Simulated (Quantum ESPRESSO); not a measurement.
## AlNi3 under changes of volume

One of the cells (10.932 Å³/atom); the others are scaled copies at fixed shape and fractional positions:

```xyz
4
Lattice="3.5231 0.0000 0.0000 0.0000 3.5231 0.0000 0.0000 0.0000 3.5231" Properties=species:S:1:pos:R:3 pbc="T T T"
Ni    1.7615    1.7615    0.0000
Ni    1.7615    0.0000    1.7615
Ni    0.0000    1.7615    1.7615
Al    0.0000    0.0000    0.0000
```

The cell is a database's computed one.

* Program: Quantum ESPRESSO 7.5
* Functional: rev-vdW-DF2
* Potentials or basis: PseudoDojo 0.4.1 SR PBE standard
* Cutoff: 1333 eV
* Density cutoff: 5333 eV
* k mesh: 3 × 3 × 3
* Occupations: fermi-dirac, width 0.05 eV
* Spin: collinear spin, ferromagnetic start
* Starting moments: [1.0, 1.0, 1.0, 0.0] μB

```tsv
volume (Å³/atom)	energy over the lowest point (meV/atom)	pressure (GPa)	moment (μB per cell)
10.276	48.39	18.8	0.29
10.495	26.46	13.3	0.30
10.713	11.55	8.4	0.31
10.932	2.95	4.1	0.31
11.151	0.00	0.2	0.32
11.369	2.11	-3.3	0.32
11.588	?	?	?
```

What does the run at 11.588 Å³/atom give?

Energy over the lowest point 8.75 meV/atom; pressure -6.5 GPa; moment 0.32 μB per cell.

Worked out: A Birch-Murnaghan fit of order 3 (a polynomial in V^(-2/3)) to the other rows has its minimum at 11.16 Å³/atom with B0 = V·E''(V) = 189 GPa and B' = 4.5. It gives 8.82 meV/atom at 11.588 Å³/atom, against the run's 8.75, and -dE/dV = -6.5 GPa, against -6.5. A straight line through the other rows of the moment, of slope 0.0274 μB per Å³/atom, extrapolates to 0.33 μB, against the run's 0.32.

Energies are extrapolated to zero smearing.

Caveats: all runs use coarse meshes; the potentials were made for another functional, which shifts forces and pressure.
